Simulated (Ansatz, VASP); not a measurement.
Two plane-wave programs on Br

The input INCAR:

```
PREC = Accurate
ENCUT = 520
EDIFF = 1E-7
ISMEAR = -1
SIGMA = 0.05
LREAL = False
LASPH = True
NELM = 100
ALGO = Normal
ISIF = 2
LWAVE = False
LCHARG = False
GGA = PE
NBANDS = 10
```

KPOINTS

```
Automatic mesh
0
Gamma
  13 13 13
```

The input POSCAR:

```
Br
1.0
   -1.2952902984      1.7313882419      3.6016871563
    1.2952902984     -1.7313882419      3.6016871563
    1.2952902984      1.7313882419     -3.6016871563
Br
1
Direct
    0.0000000000      0.0000000000      0.0000000000
```

input.yaml

```yaml
crystal:
  lattice:
    - [-1.2952902984, 1.7313882419, 3.6016871563]
    - [1.2952902984, -1.7313882419, 3.6016871563]
    - [1.2952902984, 1.7313882419, -3.6016871563]
  atoms:
    - { symbol: Br, position: [0.0, 0.0, 0.0] }
hamiltonian:
  xc: pbe
  pseudopotentials: { kind: paw }
kpoints:
  mp_grid: { grid: [13, 13, 13] }
scf:
  occupations: { method: fermi_dirac, width: 0.05 }
output:
  forces: true
  stress: true
  eigenvalues: true
  write_density: true
  write_potential: true
  elf: true
  volumetric_format: npy
```

Change from the starting cell: volume scaled by 1.02.

Alike in both runs: task single point; functional PBE; k mesh 13 × 13 × 13; occupations fermi-dirac, width 0.05 eV; no spin polarisation.

|  | VASP | Ansatz |
| --- | --- | --- |
| version | VASP 6.6.1 | Ansatz 0.2.0 |
| potentials or method | VASP PAW PBE potentials, release 64 (Br) | Ansatz PAW |
| plane-wave cutoff (eV) | 520 | 420 |
| valence electrons in the cell | 7 | 7 |

VASP gave:

| Quantity | Value |
| --- | --- |
| gap on the k mesh at the Fermi level (eV) | none |
| pressure (GPa) | 0.5 |
| largest component of the traceless stress (GPa) | 1.01 |

Q: What did Ansatz give for the same quantities?

A: gap on the k mesh at the Fermi level (eV): none; pressure (GPa): 0.5; largest component of the traceless stress (GPa): 1.03.

A gap of «none» marks a metal or a gap that the smearing closes. With one functional, cell and mesh, what is left measures potentials, basis and numerics.

Caveats: an odd number of electrons without spin polarisation forces a metal; a magnetic or distorted state may lie lower.
